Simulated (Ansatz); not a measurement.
# CH4N2O: rigid torsion scan from a Python script

A script is to give a rigid torsion scan; the system is CH4N2O. SMILES: NC(N)=O.

Computed with the Python package of Ansatz 0.2.0. Level of theory: r2SCAN0/cc-pVDZ.

### Step 1. The system

Bond lengths: N1–C2 1.318 Å, C2–N3 1.326 Å, C2–O4 1.179 Å, N1–H5 1.077 Å, N1–H6 1.024 Å, N3–H7 1.010 Å, N3–H8 1.080 Å. Angles: N1–C2–N3 111.5°, N1–C2–O4 125.2°, N3–C2–O4 123.1°, C2–N1–H5 110.7°, C2–N1–H6 118.6°, H5–N1–H6 109.0°, C2–N3–H7 115.5°, C2–N3–H8 114.3°, H7–N3–H8 110.0°.

The script holds or builds the structure itself.

### Step 2. Script

torsion_ch4n2o.py reads:

```python
"""Rigid torsion scan of CH4N2O."""

import ansatz as az
from ase import Atoms

BASIS = "cc-pVDZ"
XC = "R2SCAN0"
FORCE_TOL = 0.02

atoms = Atoms(["N", "C", "N", "O", "H", "H", "H", "H"], positions=[
    (-0.0217, 1.0842, -0.2038),
    (-0.247, -0.2036, -0.3727),
    (0.2852, -0.9227, 0.6064),
    (-0.7691, -0.6853, -1.3137),
    (-0.6018, 1.6675, -0.8991),
    (-0.1284, 1.4808, 0.7338),
    (0.3335, -1.9175, 0.4378),
    (1.2414, -0.5605, 0.9556),
])

# relax first, so that the scan starts from a minimum
first = az.Crystal.molecule_from_ase(atoms).calculation()
first = first.basis(gaussian=BASIS)
first = first.functional(XC)
first = first.relax(force_tolerance=FORCE_TOL, max_steps=80)
atoms.positions = first.run().report["positions_ang"]

start = atoms.get_dihedral(0, 1, 2, 6)
energies = {}
for turn in range(0, 360, 40):
    turned = atoms.copy()
    turned.set_dihedral(0, 1, 2, 6, start + turn, indices=[2, 6, 7])
    calc = az.Crystal.molecule_from_ase(turned).calculation().basis(gaussian=BASIS).functional(XC)
    energies[round((start + turn) % 360)] = calc.run().report["free_energy_ev"]
floor = min(energies.values())
print("dihedral N0-C1-N2-H6 (deg)   E - E(min) (eV)")
for angle, e in sorted(energies.items()):
    print(f"{angle:8d} {(e - floor):14.3f}  " + "#" * int(30 * (e - floor) / max(max(energies.values()) - floor, 1e-9)))
```

### Step 3. The calls as engine input

The package turns the script's settings into the engine's input (first run):

```yaml
crystal:
  periodic: [false, false, false]
  atoms:
    - { symbol: "N", position_ang: [-0.0217, 1.0842, -0.2038] }
    - { symbol: C, position_ang: [-0.247, -0.2036, -0.3727] }
    - { symbol: "N", position_ang: [0.2852, -0.9227, 0.6064] }
    - { symbol: O, position_ang: [-0.7691, -0.6853, -1.3137] }
    - { symbol: H, position_ang: [-0.6018, 1.6675, -0.8991] }
    - { symbol: H, position_ang: [-0.1284, 1.4808, 0.7338] }
    - { symbol: H, position_ang: [0.3335, -1.9175, 0.4378] }
    - { symbol: H, position_ang: [1.2414, -0.5605, 0.9556] }
basis:
  gaussian:
    orbitals: cc-pVDZ
hamiltonian:
  xc: r2scan0
relax:
  f_tol: 0.02
  max_steps: 80
```

### Step 4. Running it

On the command line:

```
> python torsion_ch4n2o.py
```

**Question.** Where along the turn do the lowest and the highest point lie, and how far apart are they?

The runs gave:

```
              quantity     value
         runs compared         9
       range of energy  0.715 eV
lowest point, turn (°)         0
```

In words: The lowest point is at 195° and the highest at 275°, 0.715 eV (69.0 kJ/mol) above it, with the rest of the molecule held. Run 0: After 5 moves the largest shift is 0.142 Å, of atom 8 (H). The scan is rigid and the energies are electronic, in a modest basis. With rigid groups the curve can differ much from the relaxed path, the start wasn't checked as a minimum of this torsion, and equivalent turns needn't return to the same energy.
